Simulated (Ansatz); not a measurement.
# Ag (Im-3m) in Ansatz: equation of state

Aim: energy against volume of Ag in PBEsol, for its equilibrium volume and stiffness.

Program: Ansatz 0.2.0. These are calculated values, not measurements. Logs are shortened: lines on timing, memory, paths and dates and some standing lists are left out, and cuts for length are marked.

### Step 1. The crystal as given

Symmetry: Im-3m, No. 229, cubic system. The conventional cell has a = 3.311 Å, b = 3.311 Å, c = 3.311 Å, α = 90.00°, β = 90.00°, γ = 90.00°. Ag (site symmetry m-3m) has 8 Ag at 2.87 Å as nearest neighbours.

This isn't the form of Ag at room conditions, which is fcc.

### Step 2. Equation of state, PBEsol

Potentials or basis: all-electron LAPW, scalar-relativistic.

This step only gathers the single runs of the series.

Results:

```
Equilibrium volume : 16.79 Å³/atom (rough: see the caveat)
Bulk modulus       : 116 GPa (rough)
```

Energy against volume, from the lowest point:
```tsv
volume (Å³/atom)	energy (meV/atom)
17.065	0.00
17.428	6.56
17.791	17.55
18.154	32.35
18.517	50.45
18.880	71.39
19.243	94.75
```

Caveat: the minimum lies outside the volumes run.
